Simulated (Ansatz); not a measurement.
Zone-centre modes in Zr3Si2

The calculation used Ansatz 0.2.0, DFT PBEsol, scalar-relativistic, plane waves, PAW. Settings: plane waves to 420 eV, k-mesh 6×6×12 (Γ-centred), Gaussian smearing 0.15 eV. No spin polarisation.

The starting cell (relaxed at this level; it needn't be the usual structure):

```
Zr Si
1.0
     7.06558    0.00000    0.00000
     0.00000    7.06558    0.00000
     0.00000    0.00000    3.64449
Zr Si
6 4
Direct
  0.17448 0.67448 0.50000
  0.82552 0.32552 0.50000
  0.32552 0.17448 0.50000
  0.67448 0.82552 0.50000
  0.00000 0.00000 0.00000
  0.50000 0.50000 0.00000
  0.62239 0.12239 0.00000
  0.37761 0.87761 0.00000
  0.87761 0.62239 0.00000
  0.12239 0.37761 0.00000
```

Harmonic modes by finite displacements of 0.02 Å, without the LO–TO term.

Q: At this geometry, is the structure stable against these modes?

A: Yes: no mode is imaginary beyond 10 cm⁻¹, and only the three translations lie near zero.

Q: List the wavenumbers in cm⁻¹.

A: 0, 0, 0, 130, 143, 161, 163, 165, 165, 168, 174, 174, 184, 184, 201, 203, 203, 206, 296, 302, 302, 313, 314, 314, 319, 319, 323, 323, 391, 409.

Cost: 1 run of about 18 core-minutes, on Arm Neoverse V1 (shared hosts).